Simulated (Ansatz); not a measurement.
Optical constants of C

Level of theory: Ansatz, DFT PBEsol, scalar-relativistic, plane waves, PAW. Cutoff 420 eV, 18×18×6 k-points (Γ-centred), Fermi-Dirac smearing of 0.15 eV. No spin polarisation.

The cell, relaxed at this level:
```yaml
crystal:
  lattice:
    - [1.22957, -2.12926, 0.00000]
    - [1.22957, 2.12926, 0.00000]
    - [0.00000, 0.00000, 7.38694]
  atoms:
    - { symbol: C, position: [0.08333, 0.91667, 0.75000] }
    - { symbol: C, position: [0.58333, 0.41667, 0.25000] }
    - { symbol: C, position: [0.91667, 0.08333, 0.25000] }
    - { symbol: C, position: [0.41667, 0.58333, 0.75000] }
```

In a metal these results depend on the k mesh and the smearing. The crystal is built of layers and no dispersion correction was added, so the binding between them is poorly described, and with it their spacing and whatever depends on it.

Independent-particle response (no local fields, no excitons) on a 30×30×10 mesh, broadened by 0.1 eV; the Drude term is undamped and its weight carries the smearing above, which sets much of it in a semimetal. The run couldn't bound its error over part or most of this range, so small peaks and near ties are unsure. Light polarised along z. ε₁ lacks the small share of bands above those solved.

Question: Tabulate ε₁ and ε₂ against photon energy.

Answer:
```tsv
E (eV)	ε₁	ε₂
0.1	-4.39	0.23
0.5	2.51	0.24
0.9	2.63	0.19
1.3	2.65	0.16
1.7	2.67	0.14
2.1	2.69	0.13
2.5	2.72	0.14
2.9	2.75	0.15
3.3	2.79	0.18
3.7	2.83	0.26
4.1	2.56	0.42
4.5	2.60	0.17
4.9	2.68	0.10
5.3	2.75	0.07
5.7	2.84	0.05
6.1	2.93	0.04
6.5	3.02	0.03
6.9	3.14	0.03
7.3	3.27	0.02
7.7	3.43	0.02
8.1	3.62	0.02
8.5	3.87	0.02
8.9	4.19	0.03
9.3	4.63	0.05
9.7	5.31	0.07
10.1	6.57	0.11
10.5	11.32	2.28
10.9	6.25	8.33
11.3	3.23	7.10
11.7	1.35	6.92
```

Question: Where is the highest local maximum of ε₂ between 0.3 and 12 eV?

Answer: At 10.9 eV, where ε₂ = 8.3.

This form isn't the element's structure at ambient conditions.

Cost: 1 run of about 8 core-minutes, on Intel Xeon 6975P-C (Granite Rapids) (shared hosts).